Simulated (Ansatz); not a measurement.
# Ga (bcc type): the cost of one run

Method: DFT, PBE, PAW with Ansatz's default frozen-core files, scalar-relativistic, in Ansatz 0.2.0.

### Step 1. The structure to begin with

It takes space group Im-3m (No. 229, cubic). The conventional cell has a = 3.362 Å, b = 3.362 Å, c = 3.362 Å, α = 90.00°, β = 90.00°, γ = 90.00°. Around Ga (site symmetry m-3m) lie 8 Ga at 2.91 Å.

Coordinates:

```
CELL_PARAMETERS angstrom
-1.68099 1.68099 1.68099
1.68099 -1.68099 1.68099
1.68099 1.68099 -1.68099
ATOMIC_POSITIONS crystal
Ga 0.00000 0.00000 0.00000
```

### Step 2. Cell relaxed at zero pressure, PAW

File input.yaml:

```yaml
crystal:
  lattice:
    - [-1.6809877034, 1.6809877034, 1.6809877034]
    - [1.6809877034, -1.6809877034, 1.6809877034]
    - [1.6809877034, 1.6809877034, -1.6809877034]
  atoms:
    - { symbol: Ga, position: [0.0, 0.0, 0.0] }
kpoints:
  mp_grid: { grid: [17, 17, 17] }
scf:
  occupations: { method: fermi_dirac, width: 0.08 }
hamiltonian:
  xc: pbe
  pseudopotentials: { kind: paw }
output:
  forces: true
  stress: true
relax:
  f_tol: 0.005
  max_steps: 40
  cell: {}
```

Command:

```
> ansatz run input.yaml --threads 1 --pin off --max-ram 3584MiB --backend cpu --events-out ev --progress --plain --runs-dir out
```

What time and memory should one allow on 1 thread of Arm Neoverse V1, shared host?

About 5.8 s, with a peak of 0.31 GiB.
